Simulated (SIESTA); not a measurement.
**PbS (Galena) under changes of volume**

One of the cells (26.086 Å³/atom); the others are scaled copies at fixed shape and fractional positions:

```
Pb S
1.0
     0.00000    2.96575    2.96575
     2.96575    0.00000    2.96575
     2.96575    2.96575    0.00000
Pb S
1 1
Direct
  0.00000 0.00000 0.00000
  0.50000 0.50000 0.50000
```

* Program: SIESTA 5.4.2
* Functional: PBE
* Potentials or basis: SG15 1.2 (PBE files) or PseudoDojo by element
* Basis: DZP (energy shift 0.003 Ry; two zetas on semicore shells)
* Grid cutoff: 500 Ry
* Energy shift: 0.003 Ry
* k mesh: 8 × 8 × 8
* Occupations: fermi-dirac, width 0.05 eV
* Spin: no spin polarisation

```tsv
volume (Å³/atom)	energy over the lowest point (meV/atom)	pressure (GPa)	gap on the mesh (eV)
24.521	63.48	7.6	0.15
25.042	41.34	6.0	0.24
25.564	24.45	4.4	0.32
26.086	12.43	3.0	0.40
26.607	?	?	?
27.129	0.52	0.7	0.53
27.651	0.00	-0.4	0.59
```

What does the run at 26.607 Å³/atom give?

Energy over the lowest point 4.64 meV/atom; pressure 1.8 GPa; gap on the mesh 0.47 eV.

Worked out: A Birch-Murnaghan fit of order 3 (a polynomial in V^(-2/3)) to the other rows has its minimum at 27.48 Å³/atom with B0 = V·E''(V) = 52 GPa and B' = 4.7. It gives 4.56 meV/atom at 26.607 Å³/atom, against the run's 4.64, and -dE/dV = 1.8 GPa, against 1.8. A parabola through the other rows of the gap, of slope 3.4 eV per unit of ln V (its deformation potential) there, gives 0.47 eV, against the run's 0.47.

Energies are extrapolated to zero smearing.

Caveats: spin-orbit coupling is left out, which as a rule narrows the gap of such compounds by several tenths of an eV; the basis of atomic orbitals isn't converged, which shifts pressures, moduli and gaps.

A mesh can miss the band edges.
